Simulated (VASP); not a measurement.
N: QSGW0 quasiparticle levels with PBEsol

N:

```
N
1.0
     4.16723    0.00000    0.00000
    -2.08362    3.60893    0.00000
     0.00000    0.00000    7.00600
N
4
Direct
  0.66667 0.33333 0.67107
  0.66667 0.33333 0.82893
  0.33333 0.66667 0.17107
  0.33333 0.66667 0.32893
```

```json
{
  "Program": "VASP 6.6.1",
  "Task": "QSGW0 quasiparticle levels",
  "Functional": "PBEsol",
  "Potentials or basis": "VASP PAW PBE potentials, release 64 (N_GW)",
  "Cutoff": "500 eV",
  "k mesh": "4 × 4 × 2",
  "Occupations": "gaussian, width 0.01 eV",
  "Spin": "no spin polarisation",
  "Cutoff of the response function": "100",
  "Frequency points": "48",
  "Empty bands": "140",
  "GW scheme": "QSGW0",
  "GW iterations": "4",
  "Further INCAR settings": "ALGO = QPGW0; EDIFF = 1e-08; NBANDS = 150"
}
```

* Band gap on the k mesh, mean-field level: 7.06 eV, indirect (least direct gap 7.28 eV)
* Quasiparticle gap: 13.94 eV
* Least direct quasiparticle gap: 14.20 eV

Levels at points of the mesh, in eV from the valence-band top:
```tsv
k point	band 7	band 8	band 9	band 10	band 11	band 12	band 13	band 14
(0.00, 0.00, 0.00)	-1.74	-1.74	-1.10	0.00	7.68	7.68	8.15	8.15
(0.50, 0.00, 0.00)	-1.93	-1.77	-0.56	-0.22	7.07	7.40	7.76	8.25
(0.00, 0.00, 0.50)	-1.79	-1.79	-0.50	-0.50	7.91	7.91	7.91	7.91
(0.50, 0.00, 0.50)	-1.85	-1.85	-0.43	-0.43	7.42	7.42	7.81	7.81
```

Quasiparticle gap after each update of the energies (eV): 13.72, 13.13, 14.06, 13.93, 13.94

Wall time 29 min on 1 thread of Intel(R) Xeon(R) 6975P-C (Granite Rapids), with other jobs on the host, peak memory 1.5 GiB.

Caveat: the k mesh is coarse (spacing up to 0.45 Å⁻¹), so the values aren't converged; bands, screening cutoff and mesh are small and nothing is extrapolated, so the quasiparticle values aren't converged; the standard files for N, O and F lose accuracy on very short bonds. A k mesh can miss the band edges.
